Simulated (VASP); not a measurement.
Input of a VASP 6.6.1 run:

File INCAR:

```
SYSTEM = CaO
PREC = Accurate
ENCUT = 520
EDIFF = 1E-7
ISMEAR = 0
SIGMA = 0.1
LREAL = .False.
LASPH = .True.
NELM = 100
ALGO = Fast
ISIF = 3
LWAVE = .False.
LCHARG = .False.
GGA = PE
IBRION = 2
NSW = 80
EDIFFG = -0.002
PSTRESS = 1000
```

KPOINTS

```
Automatic mesh
0
Gamma
  8 8 8
  0 0 0
```

POSCAR

```
CaO                                     
1.0
    2.6275882662      0.0000000000     -0.0000000000
    0.0000000000      2.6275882662      0.0000000000
   -0.0000000000     -0.0000000000      2.6275882662
  Ca              O             
     1     1
Direct
     0.0000000000000000    0.0000000000000000    0.0000000000000000
     0.5000000000000000    0.5000000000000000    0.5000000000000000
```

Potentials or basis: VASP PAW PBE potentials, release 64 (Ca_sv, O).

Command:

```console
$ cat potpaw_PBE.64/Ca_sv/POTCAR potpaw_PBE.64/O/POTCAR > POTCAR
$ mpirun -np 1 vasp_std > vasp.out
```

(1) What does it give for the relaxed cell?

(2) What does it give for the relaxed volume?

## Answers

(1) a = 2.577 Å, b = 2.577 Å, c = 2.577 Å, α = 90.00°, β = 90.00°, γ = 90.00°.

(2) 8.55 Å³/atom.

Caveat: the cell is relaxed towards a set pressure, so the enthalpy falls and the energy may rise.
